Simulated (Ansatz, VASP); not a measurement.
# Rb in VASP and in Ansatz

INCAR

```
SYSTEM = Rb
  PREC = Accurate
  ENCUT = 520
  EDIFF = 1E-7
  ISMEAR = -1
  SIGMA = 0.1
  LREAL = .False.
  LASPH = .True.
  NELM = 100
  ALGO = Normal
  ISIF = 2
  LWAVE = .False.
  LCHARG = .True.
  GGA = RE
  LELF = .True.
  LVHAR = .True.
  NBANDS = 10
```

The input KPOINTS:

```
regular mesh
0
Gamma
  8 8 8
  0 0 0
```

POSCAR

```
Rb
1.0
    4.8218059110      0.0000000000      0.0000000000
    0.0000000000      4.8218059110      0.0000000000
    0.0000000000      0.0000000000      4.8218059110
Rb
1
Direct
    0.0000000000      0.0000000000      0.0000000000
```

Input for Ansatz:

```yaml
crystal:
  lattice:
    - [4.821805911, 0.0, 0.0]
    - [0.0, 4.821805911, 0.0]
    - [0.0, 0.0, 4.821805911]
  atoms:
    - { symbol: Rb, position: [0.0, 0.0, 0.0] }
hamiltonian:
  xc: revpbe
  pseudopotentials:
    kind: paw
    azcp:
      Rb: "pseudopotentials/Rb.paw.azcp"
basis:
  ecutwfc: 420
  fft_grid_basis: typed
kpoints:
  mp_grid: { grid: [8, 8, 8], shift: [0, 0, 0] }
magnetization:
  spin_polarized: false
scf:
  occupations: { method: fermi_dirac, width: 0.1 }
  lower_state_search: "off"
output:
  stress: true
```

Alike in both runs: task single point; functional revPBE; k mesh 8 × 8 × 8; occupations fermi-dirac, width 0.1 eV; no spin polarisation.

```csv
,VASP,Ansatz
version,VASP 6.6.1,Ansatz 0.2.0
potentials or method,"VASP PAW PBE potentials, release 64 (Rb_sv)","plane waves (420 eV) with PAW, scalar-relativistic"
plane-wave cutoff (eV),520,420
valence electrons in the cell,9,9
```

```tsv
	VASP	Ansatz	Ansatz less VASP
pressure (GPa)	-0.1	-0.1	0.00
```

Caveats: the PAW data sets were made with another functional, which shifts forces and pressure a little (VASP).
